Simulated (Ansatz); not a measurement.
# A two-dimensional sheet of TaS₂: a line through a two-coordinate scan, part 2 of 2

One line of a two-coordinate grid on a two-dimensional sheet of TaS₂ (3 atoms in the cell): lattice constant a of the sheet (both vectors scaled alike) is varied, at thickness: height of S3 above S1, all heights scaled alike = 3.139 Å.

Ansatz 0.2.0; DFT PBE+D3(BJ), scalar-relativistic, plane waves, PAW. Earlier steps stand in the parts before.

### 7 Point (3.344 Å, 3.139 Å)

input.yaml

```yaml
crystal:
  lattice:
    - [3.344, 0.0, 0.0]
    - [-1.672, 2.8959889503, 0.0]
    - [0.0, 0.0, 32.1803051422]
  atoms:
    - { symbol: S, position: [0.6666666667, 0.3333333333, 0.451227933] }
    - { symbol: Ta, position: [0.0, 0.0, 0.5] }
    - { symbol: S, position: [0.3333333333, 0.6666666667, 0.548772067] }
  periodic: [true, true, false]
basis:
  ecutwfc: 420
kpoints:
  mp_grid: { grid: [15, 15, 1] }
hamiltonian:
  xc: pbe
  dispersion: d3bj
scf:
  occupations: { method: gaussian, width: 0.1 }
output:
  forces: true
  stress: true
  eigenvalues: true
```

Command:

```console
ansatz run input.yaml --threads 1 --pin off --max-ram 3072MiB --backend cpu --events-out ev --progress --plain --runs-dir out
```

Standard output, cut to the lines that bear on the results:

```text
Warning: RAYON_NUM_THREADS=1 ignored (pool sized by the plan → 1); use --threads N
[...]
Pseudopotentials: kind: paw
Pseudopotential: S, paw, valence charge 6, recommended cutoff 420 eV (normal), S.paw.azcp
Pseudopotential: Ta, paw, valence charge 13, recommended cutoff 420 eV (normal), Ta.paw.azcp
Functional definition: PBE
[...]
Crystal: 3 atoms, lattice volume = 311.640 Å³
Basis set: ecut = 420 eV, 6179 PW (Γ), exchange–correlation on 48×48×432 points (8 copies of the dense FFT grid, shifted against one another)
Bands: 17, of which v1, the nominal top of the filled ones, is band 13 counted from 1 (12 counted from 0)
Symmetry: 12 space group operations
Space group: P-3m1 (ITA 164), of the structure as read, at distance tolerance 6.8e-5 Å
k-points: 27 of 225
[...]
SCF iter   1: F=—  HF=-11740.329577 eV  |F-HF|=—  |Δ(HF+E_count)|=         —  Δρ=9.08e-4  dr2=3.64e-3  ethr=1.77e-3  ⟨swp⟩=12.6  Hψ=4247  notcnv=0
[...]
SCF iter   6: F=-11740.330438 eV  HF=-11740.330438 eV  |F-HF|=1.21e-7  |Δ(HF+E_count)|=   3.03e-7  Δρ=1.95e-6  dr2=1.62e-8  ethr=4.00e-10  ⟨swp⟩=14.3  Hψ=3595  notcnv=0
[...]
SCF converged after 6 iterations
Free energy (F): -11740.330438 eV
[...]
E sigma→0 (E₀):  -11740.327043 eV
Entropy (-TS):   -0.006790 eV (-2.263 meV/atom)
Fermi energy:    -5.106147 eV
[...]
--- Forces (eV/Å), atoms counted from 1 ---
  atom   1  S      0.00000000    -0.00000000     0.42793948
  atom   2  Ta     0.00000000     0.00000000     0.00000000
  atom   3  S     -0.00000000     0.00000000    -0.42793948
[...]
--- 2D stress c σ (N/m, compression-positive) ---
       -0.976761       0.000000       0.000000
        0.000000      -0.976761       0.000000
        0.000000       0.000000       0.000000
  P = ½ c Tr σ = -0.9768 N/m
--- Band table (eV; the first three rows and the last of 27) ---
  k-point 0: bands = ["-73.9215", "-40.3702", "-40.3363", "-40.3363", "-19.7149", "-18.3318", "-11.2987", "-8.6838", "-8.6838", "-7.7526", "-5.6985", "-5.6985", "-4.8704", "-4.8704", "-4.8154", "-1.1742", "-1.1742"]
[...]
```

It took 8.1 s on 1 thread of Arm Neoverse V1, shared host; peak memory 0.5 GiB.

From the log: work function 5.11 eV.

### 8 The run at (3.388 Å, 3.139 Å)

Edit input.yaml of step 7 so:

```diff
@@ -2,4 +2,4 @@
   lattice:
-    - [3.344, 0.0, 0.0]
-    - [-1.672, 2.8959889503, 0.0]
+    - [3.388, 0.0, 0.0]
+    - [-1.694, 2.934094068, 0.0]
     - [0.0, 0.0, 32.1803051422]
@@ -23 +23,5 @@
   eigenvalues: true
+  write_density: true
+  write_potential: true
+  elf: true
+  volumetric_format: npy
```

Command:

```console
ansatz run input.yaml --threads 1 --pin off --max-ram 3072MiB --backend cpu --events-out ev --progress --plain --runs-dir out
```

Standard output, cut to the lines that bear on the results:

```text
Warning: RAYON_NUM_THREADS=1 ignored (pool sized by the plan → 1); use --threads N
[...]
[... 4 set-up lines as earlier in the session ...]
[...]
Crystal: 3 atoms, lattice volume = 319.895 Å³
Basis set: ecut = 420 eV, 6311 PW (Γ), exchange–correlation on 48×48×432 points (8 copies of the dense FFT grid, shifted against one another)
Bands: 17, of which v1, the nominal top of the filled ones, is band 13 counted from 1 (12 counted from 0)
[... 2 set-up lines as earlier in the session ...]
k-points: 27 of 225
[...]
SCF iter   1: F=—  HF=-11740.296418 eV  |F-HF|=—  |Δ(HF+E_count)|=         —  Δρ=8.42e-4  dr2=3.15e-3  ethr=1.77e-3  ⟨swp⟩=12.6  Hψ=4237  notcnv=0
[...]
SCF iter   6: F=-11740.297390 eV  HF=-11740.297390 eV  |F-HF|=4.04e-8  |Δ(HF+E_count)|=   2.99e-7  Δρ=1.30e-6  dr2=8.77e-9  ethr=4.00e-10  ⟨swp⟩=21.4  Hψ=5727  notcnv=0
[...]
WARN: The input density's exchange-correlation potential varies sharply where the density is thin. Do not read a vacuum level from v_tot or v_xc, or from such a field of the output density. On a cell that repeats whose density bears no net charge and no dipole along the vacuum's axis use [...]
SCF converged after 6 iterations
Free energy (F): -11740.297390 eV
[...]
E sigma→0 (E₀):  -11740.293828 eV
Entropy (-TS):   -0.007124 eV (-2.375 meV/atom)
Fermi energy:    -5.132335 eV
[...]
--- Forces (eV/Å), atoms counted from 1 ---
  atom   1  S      0.00000000     0.00000000     0.68386343
  atom   2  Ta    -0.00000000    -0.00000000     0.00000000
  atom   3  S     -0.00000000    -0.00000000    -0.68386343
[...]
--- 2D stress c σ (N/m, compression-positive) ---
       -3.101869       0.000000       0.000000
        0.000000      -3.101869       0.000000
        0.000000       0.000000       0.000000
  P = ½ c Tr σ = -3.1019 N/m
--- Band table (eV; the first three rows and the last of 27) ---
  k-point 0: bands = ["-74.0629", "-40.4799", "-40.4737", "-40.4737", "-19.6040", "-18.2723", "-11.1902", "-8.7251", "-8.7251", "-7.7060", "-5.8243", "-5.8243", "-4.9455", "-4.9455", "-4.7917", "-1.3250", "-1.3250"]
[...]
```

It took 11 s on 1 thread of Arm Neoverse V1, shared host; peak memory 0.5 GiB.

Read from this run: work function 5.13 eV.

### 9 The run at (3.433 Å, 3.139 Å)

Edit input.yaml of step 8 so:

```diff
@@ -2,4 +2,4 @@
   lattice:
-    - [3.388, 0.0, 0.0]
-    - [-1.694, 2.934094068, 0.0]
+    - [3.433, 0.0, 0.0]
+    - [-1.7165, 2.9730652112, 0.0]
     - [0.0, 0.0, 32.1803051422]
@@ -23,5 +23 @@
   eigenvalues: true
-  write_density: true
-  write_potential: true
-  elf: true
-  volumetric_format: npy
```

Command:

```console
ansatz run input.yaml --threads 1 --pin off --max-ram 3072MiB --backend cpu --events-out ev --progress --plain --runs-dir out
```

Standard output, cut to the lines that bear on the results:

```text
[...]
SCF converged after 6 iterations
Free energy (F): -11740.229695 eV
[...]
E sigma→0 (E₀):  -11740.225848 eV
Entropy (-TS):   -0.007694 eV (-2.565 meV/atom)
Fermi energy:    -5.160939 eV
[...]
--- Forces (eV/Å), atoms counted from 1 ---
  atom   1  S     -0.00000000    -0.00000000     0.92384829
  atom   2  Ta    -0.00000000     0.00000000     0.00000000
  atom   3  S      0.00000000     0.00000000    -0.92384829
[...]
--- 2D stress c σ (N/m, compression-positive) ---
       -5.011636       0.000000       0.000000
        0.000000      -5.011636       0.000000
        0.000000       0.000000       0.000000
  P = ½ c Tr σ = -5.0116 N/m
--- Band table (eV; the first three rows and the last of 27) ---
  k-point 0: bands = ["-74.2025", "-40.6083", "-40.6083", "-40.5904", "-19.4950", "-18.2143", "-11.0824", "-8.7615", "-8.7615", "-7.6602", "-5.9438", "-5.9438", "-5.0180", "-5.0180", "-4.7774", "-1.4736", "-1.4736"]
[...]
```

It took 8.4 s on 1 thread of Arm Neoverse V1, shared host; peak memory 0.51 GiB.

Read from this run: work function 5.16 eV.

### 10 Point (3.477 Å, 3.139 Å)

Edit input.yaml of step 9 so:

```diff
@@ -2,4 +2,4 @@
   lattice:
-    - [3.433, 0.0, 0.0]
-    - [-1.7165, 2.9730652112, 0.0]
+    - [3.477, 0.0, 0.0]
+    - [-1.7385, 3.011170329, 0.0]
     - [0.0, 0.0, 32.1803051422]
```

Command:

```console
ansatz run input.yaml --threads 1 --pin off --max-ram 3072MiB --backend cpu --events-out ev --progress --plain --runs-dir out
```

Standard output, cut to the lines that bear on the results:

```text
Warning: RAYON_NUM_THREADS=1 ignored (pool sized by the plan → 1); use --threads N
[...]
[... 4 set-up lines as earlier in the session ...]
[...]
Crystal: 3 atoms, lattice volume = 336.923 Å³
Basis set: ecut = 420 eV, 6569 PW (Γ), exchange–correlation on 48×48×432 points (8 copies of the dense FFT grid, shifted against one another)
Bands: 17, of which v1, the nominal top of the filled ones, is band 13 counted from 1 (12 counted from 0)
[... 1 set-up line as earlier in the session ...]
Space group: P-3m1 (ITA 164), of the structure as read, at distance tolerance 7.0e-5 Å
k-points: 27 of 225
[...]
SCF iter   1: F=—  HF=-11740.132205 eV  |F-HF|=—  |Δ(HF+E_count)|=         —  Δρ=8.29e-4  dr2=2.78e-3  ethr=1.77e-3  ⟨swp⟩=12.2  Hψ=4087  notcnv=0
[...]
SCF iter   6: F=-11740.133578 eV  HF=-11740.133578 eV  |F-HF|=5.37e-8  |Δ(HF+E_count)|=   5.45e-7  Δρ=1.12e-6  dr2=4.13e-9  ethr=1.90e-10  ⟨swp⟩=8.2  Hψ=3035  notcnv=0
[...]
SCF converged after 6 iterations
Free energy (F): -11740.133578 eV
[...]
E sigma→0 (E₀):  -11740.129335 eV
Entropy (-TS):   -0.008485 eV (-2.828 meV/atom)
Fermi energy:    -5.190232 eV
[...]
--- Forces (eV/Å), atoms counted from 1 ---
  atom   1  S     -0.00000000    -0.00000000     1.13914807
  atom   2  Ta    -0.00000000     0.00000000     0.00000000
  atom   3  S     -0.00000000     0.00000000    -1.13914807
[...]
--- 2D stress c σ (N/m, compression-positive) ---
       -6.645187       0.000000       0.000000
       -0.000000      -6.645187      -0.000000
        0.000000       0.000000       0.000000
  P = ½ c Tr σ = -6.6452 N/m
--- Band table (eV; the first three rows and the last of 27) ---
  k-point 0: bands = ["-74.3337", "-40.7340", "-40.7340", "-40.6961", "-19.3922", "-18.1602", "-10.9798", "-8.7914", "-8.7914", "-7.6171", "-6.0520", "-6.0520", "-5.0846", "-5.0846", "-4.7724", "-1.6137", "-1.6137"]
[...]
```

It took 9.1 s on 1 thread of Arm Neoverse V1, shared host; peak memory 0.51 GiB.

This gives work function 5.19 eV.

### 11 The line in numbers

The summary covers parts 1 to 2.

```
lattice constant a of the sheet (both vectors scaled alike) (Å)  step  energy (meV/atom)  slope (meV/atom per Å)  work function of the top face (eV)
                                                          3.210     3                 46                    −847                               5.052
                                                          3.254     4                 16                    −501                               5.063
                                                          3.299     5                1.2                    −177                               5.082
                                                          3.344     7                  0                     118                               5.106
                                                          3.388     8                 11                     379                               5.132
                                                          3.433     9                 34                     620                               5.161
                                                          3.477    10                 66                     833                               5.190
```

Energies count from the lowest point of the line. Slopes come from the forces (and the stress, where the cell changes), not from differences of energies.

```csv
run,outcome
"step 6, run with mp_grid.grid [12, 12, 1] (against step 5)",-0.1 meV/atom
```

What this shows: Along the line the energy is lowest at 3.344 Å. Energies and slopes round the minimum, fitted together, put the minimum at 3.3255 Å, with a curvature of about 6500 meV/atom per Å². The highest point computed, at 3.477 Å, lies 66 meV/atom above the lowest. This is one cut through a surface in two coordinates; the map's lowest point lies off it. The runs treat Ta without spin-orbit coupling. The final runs have no spin polarisation, so no magnetic state was tried and one may lie lower.
